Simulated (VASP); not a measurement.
Write the native input for VASP 6.6.1 that does the following.

```yaml
Task: relaxation of cell and atoms
Functional: PBEsol
Potentials_or_basis: VASP PAW PBE potentials, release 64 (Ca_sv)
Cutoff: 600 eV
k_mesh: 12 × 12 × 12
Occupations: methfessel-paxton, width 0.1 eV
Spin: no spin polarisation
Further_INCAR_settings: ALGO = Normal; EDIFF = 1e-06; IBRION = 2; EDIFFG = -0.01; NSW = 90; ISIF = 3
```

The structure of Ca lies in POSCAR:

```
Ca
1.0
    0.0000000000      2.7942000000      2.7942000000
    2.7942000000      0.0000000000      2.7942000000
    2.7942000000      2.7942000000      0.0000000000
Ca
1
Direct
    0.0000000000      0.0000000000      0.0000000000
```

The input as run:

INCAR

```
SYSTEM = Ca
PREC     = Accurate       ! precision mode
ENCUT    = 600            ! plane-wave cutoff, eV
EDIFF    = 1E-6           ! SCF threshold, eV
ISMEAR   = 1              ! smearing method
SIGMA    = 0.1            ! smearing width, eV
LREAL    = .False.        ! projectors in reciprocal space
LASPH    = .True.         ! aspherical terms in the spheres
NELM     = 80             ! most SCF steps
ALGO     = Normal         ! electronic algorithm
ISIF     = 3              ! what is computed and relaxed
LWAVE    = .False.        ! write WAVECAR
LCHARG   = .False.        ! write CHGCAR
GGA      = PS             ! functional
IBRION   = 2              ! ionic algorithm
NSW      = 90             ! ionic steps
EDIFFG   = -0.01          ! ionic threshold
```

KPOINTS

```
regular mesh
0
Gamma
  12 12 12
  0 0 0
```

Potentials or basis: VASP PAW PBE potentials, release 64 (Ca_sv).

Command:

```console
$ cat potpaw_PBE.64/Ca_sv/POTCAR > POTCAR
$ mpirun -np 1 vasp_std > vasp.out
```

It gave:

```json
{
  "Relaxed volume": "40.65 Å³/atom",
  "Relaxed cell": "a = 3.859 Å, b = 3.859 Å, c = 3.859 Å, α = 60.00°, β = 60.00°, γ = 60.00°",
  "Space group after relaxing (to 0.05 Å)": "Fm-3m (No. 225)",
  "Energy gained by relaxing": "10.7 meV/atom",
  "Ionic steps": "3",
  "Pressure after relaxing": "0.0 GPa",
  "Band gap on the k mesh": "none (metal or under the smearing width)"
}
```

Caveat: the PAW data sets were made with another functional, which shifts forces and pressure a little.

Run time: 57 s on 1 thread of Intel(R) Xeon(R) Platinum 8259CL CPU @ 2.50GHz (Skylake/Cascade Lake), on a shared host, peak memory 0.21 GiB.
